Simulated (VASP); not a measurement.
# AlN (Fm-3m) in VASP: further runs

One crystal, AlN, is run at these levels: LDA; tasks: single point, relaxation of cell and atoms.

Program: VASP 6.6.1. These are calculated values, not measurements. Logs are shortened: lines on timing, memory, paths and dates and some standing lists are left out, and cuts for length are marked.

### 1 Starting point

The structure is cubic, space group Fm-3m (No. 225). Conventional cell: a = 4.011 Å, b = 4.011 Å, c = 4.011 Å, α = 90.00°, β = 90.00°, γ = 90.00°. Around Al (site symmetry m-3m) lie 6 N at 2.01 Å. N (site symmetry m-3m) is surrounded by 6 Al at 2.01 Å.

Measurements of this composition are mostly on another form, of space group No. 186.

### 2 Single point, LDA

File INCAR:

```
ALGO = Normal
EDIFF = 1E-7
ENCUT = 520
ISIF = 2
ISMEAR = 0
LASPH = True
LCHARG = True
LELF = True
LREAL = False
LVHAR = True
LWAVE = False
NBANDS = 11
NELM = 100
PREC = Accurate
SIGMA = 0.02
```

File KPOINTS:

```
k-points
0
Gamma
  10 10 10
```

File POSCAR:

```
AlN
1.0
    0.0000000000      2.0054623690      2.0054623690
    2.0054623690      0.0000000000      2.0054623690
    2.0054623690      2.0054623690      0.0000000000
Al N
1 1
Direct
    0.5000000000      0.5000000000      0.5000000000
    0.0000000000      0.0000000000      0.0000000000
```

Potentials or basis: VASP PAW LDA potentials, release 64 (Al, N).

The run is started by

```
$ cat potpaw_LDA.64/Al/POTCAR potpaw_LDA.64/N/POTCAR > POTCAR
$ mpirun -np 1 vasp_std > vasp.out
```

OUTCAR:

```text
EDIFF = 1E-7
   ENCUT = 520
   ISIF = 2
   ISMEAR = 0
   LASPH = True
   LREAL = False
   NELM = 100
   PREC = Accurate

 ion  position               nearest neighbor table
   1  0.500  0.500  0.500-   2 2.01   2 2.01   2 2.01   2 2.01   2 2.01   2 2.01
   2  0.000  0.000  0.000-   1 2.01   1 2.01   1 2.01   1 2.01   1 2.01   1 2.01

  LATTYP: Found a face centered cubic cell.
 ALAT       =     4.0109247380

  Lattice vectors:

 A1 = (   0.0000000000,   2.0054623690,   2.0054623690)
 A2 = (   2.0054623690,   0.0000000000,   2.0054623690)
 A3 = (   2.0054623690,   2.0054623690,   0.0000000000)

Analysis of symmetry for initial positions (statically):
=====================================================================
 Subroutine PRICEL returns:
 Original cell was already a primitive cell.

 Routine SETGRP: Setting up the symmetry group for a
 face centered cubic supercell.

 Subroutine GETGRP returns: Found 48 space group operations
 (whereof 48 operations were pure point group operations)
 out of a pool of 48 trial point group operations.

The static configuration has the point symmetry O_h .

Analysis of symmetry for dynamics (positions and initial velocities):
=====================================================================
 Subroutine PRICEL returns:
 Original cell was already a primitive cell.

 Routine SETGRP: Setting up the symmetry group for a
 face centered cubic supercell.

 Subroutine GETGRP returns: Found 48 space group operations
 (whereof 48 operations were pure point group operations)
 out of a pool of 48 trial point group operations.

The dynamic configuration has the point symmetry O_h .

 Subroutine INISYM returns: Found 48 space group operations
 (whereof 48 operations are pure point group operations),
 and found     1 'primitive' translations

----------------------------------------------------------------------------------------

                                     Primitive cell

  volume of cell :      16.1315

  direct lattice vectors                    reciprocal lattice vectors
     0.000000000  2.005462369  2.005462369    -0.249319064  0.249319064  0.249319064
     2.005462369  0.000000000  2.005462369     0.249319064 -0.249319064  0.249319064
     2.005462369  2.005462369  0.000000000     0.249319064  0.249319064 -0.249319064

  length of vectors
     2.836152081  2.836152081  2.836152081     0.431833286  0.431833286  0.431833286

  position of ions in fractional coordinates (direct lattice)
     0.500000000  0.500000000  0.500000000
     0.000000000  0.000000000  0.000000000

  ion indices of the primitive-cell ions
   primitive index   ion index
                 1           1
                 2           2

----------------------------------------------------------------------------------------

 KPOINTS: k-points

Automatic generation of k-mesh.
 Grid dimensions read from file:
 generate k-points for:   10   10   10

 Generating k-lattice:

  Cartesian coordinates                     Fractional coordinates (reciprocal lattice)
    -0.024931906  0.024931906  0.024931906     0.100000000  0.000000000  0.000000000
     0.024931906 -0.024931906  0.024931906     0.000000000  0.100000000  0.000000000
     0.024931906  0.024931906 -0.024931906     0.000000000  0.000000000  0.100000000

  Length of vectors
     0.043183329  0.043183329  0.043183329

  Shift w.r.t. Gamma in fractional coordinates (k-lattice)
     0.000000000  0.000000000  0.000000000

 Subroutine IBZKPT returns following result:
 ===========================================

 Found     47 irreducible k-points:

 Following reciprocal coordinates:
            Coordinates               Weight
  0.000000  0.000000  0.000000      1.000000
  0.100000  0.000000  0.000000      8.000000
  0.200000  0.000000  0.000000      8.000000
  0.300000  0.000000  0.000000      8.000000
  0.400000  0.000000  0.000000      8.000000
  0.500000  0.000000  0.000000      4.000000
[... 16 lines left out ...]
  0.300000  0.300000  0.000000      6.000000
  0.400000  0.300000  0.000000     24.000000
 [... further k-points ...]
   k-points           NKPTS =     47   k-points in BZ     NKDIM =     47   number of bands    NBANDS=     11
   number of dos      NEDOS =    301   number of ions     NIONS =      2
   total plane-waves  NPLWV =  13824
   dimension x,y,z NGX =    24 NGY =   24 NGZ =   24
   dimension x,y,z NGXF=    48 NGYF=   48 NGZF=   48
   ions per type =               1   1
   NGX,Y,Z   is equivalent  to a cutoff of  14.07, 14.07, 14.07 a.u.
   NGXF,Y,Z  is equivalent  to a cutoff of  28.14, 28.14, 28.14 a.u.
 SYSTEM =  unknown system
   PREC   = accura    normal or accurate (medium, high low for compatibility)
   ISTART =      0    job   : 0-new  1-cont  2-samecut
   ICHARG =      2    charge: 1-file 2-atom 10-const
   ISPIN  =      1    spin polarized calculation?
   LNONCOLLINEAR =      F non collinear calculations
   LSORBIT =      F    spin-orbit coupling
   LASPH  =      T    aspherical Exc in radial PAW
   ENCUT  =  520.0 eV  38.22 Ry    6.18 a.u.   5.27  5.27  5.27*2*pi/ulx,y,z
   NELM   =    100;   NELMIN=  2; NELMDL= -5     # of ELM steps
   EDIFF  = 0.1E-06   stopping-criterion for ELM
   LREAL  =      F    real-space projection
   EDIFFG = 0.1E-05   stopping-criterion for IOM
   NSW    =      0    number of steps for IOM
   IBRION =     -1    ionic relax: 0-MD 1-quasi-New 2-CG
   NFREE  =      0    steps in history (QN), initial steepest desc. (CG)
   ISIF   =      2    stress and relaxation
   ISYM   =      2    0-nonsym 1-usesym 2-fastsym
   POTIM  = 0.5000    time-step for ionic-motion
   TEBEG  =    0.0;   TEEND  =   0.0 temperature during run
   PSTRESS=    0.0 pullay stress
   NELECT =       8.0000    total number of electrons
   NUPDOWN=      -1.0000    fix difference up-down
   EMIN   =  10.00;   EMAX   =-10.00  energy-range for DOS
   EFERMI =   0.00;   METHOD = LEGACY
   ISMEAR =     0;   SIGMA  =   0.02  broadening in eV -4-tet -1-fermi 0-gaus
   EFERMI_NEDOS =   21; number of points for ismear=-14 and -15
   IALGO  =     38    algorithm
   IMIX   =      4    mixing-type and parameters
     AMIX     =   0.40;   BMIX     =  1.00
     AMIX_MAG =   1.60;   BMIX_MAG =  1.00
  volume/ion in A,a.u.               =       8.07        54.43
  Fermi-wavevector in a.u.,A,eV,Ry     =   1.295827  2.448758 22.846457  1.679167
  Thomas-Fermi vector in A             =   2.427322
   LORBIT       =      0    0 simple, 1 ext, 2 COOP (PROOUT), +10 PAW based schemes
   GGA     = CA    functional components
   LHFCALC =     F    Hartree Fock is set to
   AEXX    =    0.0000 exact exchange contribution
   IVDW    =     0    specifies the selected vdW correction
   LEPSILON=     F    determine dielectric tensor
   LRPA    =     F    only Hartree local field effects (RPA)
 non-spin polarized calculation
 Gauss-broadening in eV      SIGMA  =   0.02
  energy-cutoff  :      520.00
  volume of cell :       16.13
 maximum number of plane-waves:       444
 NGX is ok and might be reduce to    24
   NGX = 11   NGY = 11   NGZ = 11

 number of electron       8.0000000 magnetization

 Free energy of the ion-electron system (eV)
  ---------------------------------------------------
  ext. energy  EPLUGINS =         0.00000000
  ---------------------------------------------------
  free energy    TOTEN  =       -16.23061074 eV

  energy without entropy =      -16.23061074  energy(sigma->0) =      -16.23061074

 E-fermi :  10.1837     XC(G=0): -12.6871

 val. band max:       10.0276231994   @ k =   0.0000   0.0000   0.0000
 cond. band min:      14.7216503947   @ k =   0.5000   0.5000   0.0000
 fundamental gap:      4.6940271953
 Fermi energy:        10.1836841814

 k-point     1 :       0.0000    0.0000    0.0000
  band No.  band energies     occupation
      1      -7.6022      2.00000
      2      10.0276      2.00000
      3      10.0276      2.00000
      4      10.0276      2.00000
      5      16.1525      0.00000
      6      22.1247      0.00000
      7      22.1247      0.00000
      8      22.1247      0.00000
      9      27.4147      0.00000
     10      27.8358      0.00000
     11      27.8358      0.00000

 k-point     2 :       0.1000    0.0000    0.0000
  band No.  band energies     occupation
      1      -7.3901      2.00000
      2       9.0205      2.00000
      3       9.8991      2.00000
      4       9.8991      2.00000
      5      16.7358      0.00000
      6      21.2431      0.00000
      7      22.4347      0.00000
      8      22.4347      0.00000
      9      26.2646      0.00000
     10      26.2646      0.00000
     11      28.3735      0.00000

 k-point     3 :       0.2000    0.0000    0.0000
  band No.  band energies     occupation
      1      -6.7718      2.00000
      2       6.8554      2.00000
      3       9.5882      2.00000
      4       9.5882      2.00000
      5      17.2580      0.00000
      6      20.8446      0.00000
      7      22.6484      0.00000
      8      22.6484      0.00000
      9      25.6597      0.00000
     10      25.6597      0.00000
     11      27.7080      0.00000

 k-point     4 :       0.3000    0.0000    0.0000
  band No.  band energies     occupation
      1      -5.8172      2.00000
      2       4.4679      2.00000
      3       9.2444      2.00000
      4       9.2444      2.00000
      5      16.8805      0.00000
      6      21.8958      0.00000
      7      21.9316      0.00000
      8      21.9316      0.00000
      9      26.8674      0.00000
     10      27.1554      0.00000
     11      27.1554      0.00000

 k-point     5 :       0.4000    0.0000    0.0000
  band No.  band energies     occupation
      1      -4.7390      2.00000
      2       2.4323      2.00000
      3       8.9922      2.00000
      4       8.9922      2.00000
      5      16.4595      0.00000
      6      21.2664      0.00000
      7      21.2664      0.00000
      8      23.0605      0.00000
      9      26.3115      0.00000
     10      29.3965      0.00000
     11      29.3965      0.00000
[... 211 lines left out ...]
 k-point    21 :      -0.3000    0.2000    0.0000
  band No.  band energies     occupation
      1      -4.5210      2.00000
      2       3.5596      2.00000
      3       6.2595      2.00000
      4       8.8532      2.00000
      5      18.3492      0.00000
      6      20.0049      0.00000
      7      21.6130      0.00000
      8      22.3876      0.00000
      9      27.0625      0.00000
     10      29.3359      0.00000
     11      30.9257      0.00000

 k-point    22 :      -0.2000    0.2000    0.0000
  band No.  band energies     occupation
      1      -5.5084      2.00000
      2       5.0436      2.00000
      3       6.9875      2.00000
      4       9.3077      2.00000
      5      18.9094      0.00000
      6      20.0412      0.00000
      7      20.9663      0.00000
      8      22.5956      0.00000
      9      25.0354      0.00000
     10      29.1910      0.00000
     11      30.6272      0.00000

 k-point    23 :       0.3000    0.3000    0.0000
  band No.  band energies     occupation
      1      -5.2559      2.00000
      2       5.1849      2.00000
      3       7.9427      2.00000
      4       7.9427      2.00000
      5      16.6008      0.00000
      6      17.0265      0.00000
      7      21.9610      0.00000
      8      25.7505      0.00000
      9      25.7505      0.00000
     10      30.6211      0.00000
     11      34.1723      0.00000

 k-point    24 :       0.4000    0.3000    0.0000
  band No.  band energies     occupation
      1      -4.4546      2.00000
      2       4.1022      2.00000
      3       7.1439      2.00000
      4       7.6785      2.00000
      5      16.1908      0.00000
      6      16.9196      0.00000
      7      22.4047      0.00000
      8      25.7152      0.00000
      9      26.4981      0.00000
     10      31.9287      0.00000
     11      34.8540      0.00000

 [... further k-points ...]

------------------------ aborting loop because EDIFF is reached ----------------------------------------

  FORCE on cell =-STRESS in cart. coord.  units (eV):
  Direction    XX          YY          ZZ          XY          YZ          ZX
  --------------------------------------------------------------------------------------
  -------------------------------------------------------------------------------------
  Total        0.0662718      0.0662718      0.0662718     -0.0000000      0.0000000      0.0000000
  in kB        6.5821215      6.5821215      6.5821215     -0.0000000      0.0000000      0.0000000
  external PRESSURE =       6.5821215 kB  Pullay stress =       0.0000000 kB

 VOLUME and BASIS-vectors are now :
 -----------------------------------------------------------------------------
  energy-cutoff  :      520.00
  volume of cell :       16.13
      direct lattice vectors                 reciprocal lattice vectors
     0.000000000  2.005462369  2.005462369    -0.249319064  0.249319064  0.249319064
     2.005462369  0.000000000  2.005462369     0.249319064 -0.249319064  0.249319064
     2.005462369  2.005462369  0.000000000     0.249319064  0.249319064 -0.249319064

 POSITION                                       TOTAL-FORCE (eV/Angst)
 -----------------------------------------------------------------------------------
      2.00546      2.00546      2.00546         0.000000      0.000000      0.000000
      0.00000      0.00000      0.00000         0.000000     -0.000000     -0.000000
 -----------------------------------------------------------------------------------
    total drift:                                0.000000     -0.000000     -0.000000

  FREE ENERGIE OF THE ION-ELECTRON SYSTEM (eV)
  ---------------------------------------------------
  free  energy   TOTEN  =       -16.2306107442 eV

  energy  without entropy=      -16.2306107442  energy(sigma->0) =      -16.23061074
```

Wall time 3.2 s (1 thread of Intel Xeon 6975P-C (Granite Rapids), shared host); peak memory 0.12 GiB.

What came out:

```
Free energy            : -16.2306 eV
Pressure               : 0.7 GPa
Band gap on the k mesh : 4.69 eV, indirect (least direct gap 6.12 eV)
```

A k mesh can miss the band edges. LDA gaps usually lie below the measured ones, often by a third to a half.

(Part 1 of 2 ends here.)
